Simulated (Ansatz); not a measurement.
## AlNi (Pm-3m), a vibration from a frozen displacement

Theory: DFT PBE, scalar-relativistic, plane waves, PAW (Ansatz). The runs took a 420 eV cutoff, a Γ-centred 16×16×16 mesh and Gaussian smearing (0.15 eV). No spin polarisation. A magnetic state may lie lower. Energies are free energies at this smearing, counted from the undisturbed cell; pressure is positive in compression.

The undisturbed cell (as given, not relaxed at this level; it stands at 2.1 GPa, and it needn't be the usual structure):

```
Al Ni
1.0
     2.88100    0.00000    0.00000
     0.00000    2.88100    0.00000
     0.00000    0.00000    2.88100
Al Ni
1 1
Cartesian
  0.0000 0.0000 0.0000
  1.4405 1.4405 1.4405
```

Every Al atom is moved by x along the Cartesian unit vector (-0.577, -0.577, -0.577); the cell and all other atoms stay fixed. The cell's volume is 23.91 Å³; the moved atoms weigh 26.982 u together and the others 58.693 u. Some rows repeat others by symmetry and weren't run.

| x (Å) | ΔE (meV/cell) | total force on the moved atoms along the move (eV/Å) | pressure (GPa) |
| --- | --- | --- | --- |
| -0.3000 | 296.21 | 2.1692 | 8.2371 |
| -0.2625 | 221.60 | 1.8164 | 6.7455 |
| -0.2250 | 159.56 | 1.4977 | 5.4733 |
| -0.1875 | 108.92 | 1.2071 | 4.4122 |
| -0.1500 | 68.74 | 0.9395 | 3.5543 |
| -0.1125 | 38.24 | 0.6895 | 2.8935 |
| -0.0750 | 16.86 | 0.4526 | 2.4248 |
| -0.0375 | 4.20 | 0.2241 | 2.1450 |
| 0.0000 | 0.00 | 0.0000 | 2.0520 |
| 0.0375 | 4.20 | -0.2241 | 2.1450 |
| 0.0750 | 16.86 | -0.4526 | 2.4248 |
| 0.1125 | 38.24 | -0.6895 | 2.8935 |
| 0.1500 | 68.74 | -0.9395 | 3.5543 |
| 0.1875 | 108.92 | -1.2071 | 4.4122 |
| 0.2250 | 159.56 | -1.4977 | 5.4733 |
| 0.2625 | 221.60 | -1.8164 | 6.7455 |
| 0.3000 | 296.21 | -2.1692 | 8.2371 |

**Question.** What frequency belongs to this motion?

**Answer.** The force constant is k = −dF/dx = 5.977 eV/Å², from the parabola through x = -0.0375, 0 and 0.0375. In every cell the moved atoms swing against the rest, so the mass is μ = m₁m₂/(m₁ + m₂) = 18.484 u, and ν̃ = 521.5 cm⁻¹ × √(|k|/μ) = 297 cm⁻¹, at this cell's pressure of 2.1 GPa. To first order in x, and within 1 %, the force on every atom lies along the move and, within each of the two groups, in proportion to the atom's mass, so this is itself a mode at the zone centre of this cell.

**Question.** How far does the harmonic law reach?

**Answer.** At x = -0.300 Å, kx²/2 = 268.95 meV against the computed 296.21 meV (+10.1 %): the well stiffens in this direction at large amplitude.

**Question.** The pressure changes with x². What does that say about the frequency under compression?

**Answer.** With E = k(V)x²/2, k ∝ V^(−2γ) and x scaling with the cell as V^(1/3), P − P0 = −∂E/∂V = (2γ − 2/3) ΔE/V. At x = 0.0750 Å, V(P − P0) = 23.91 × 0.37277 / 160.2 eV = 55.64 meV and ΔE = 16.86 meV, so γ = 1/3 + V(P − P0)/(2ΔE) = 1.98. This is the Grüneisen parameter of the motion under uniform scaling of the cell: shrinking the cell evenly by 1 % in volume raises the frequency by about 1.98 %.

In a metal these slopes depend on the k mesh and the smearing.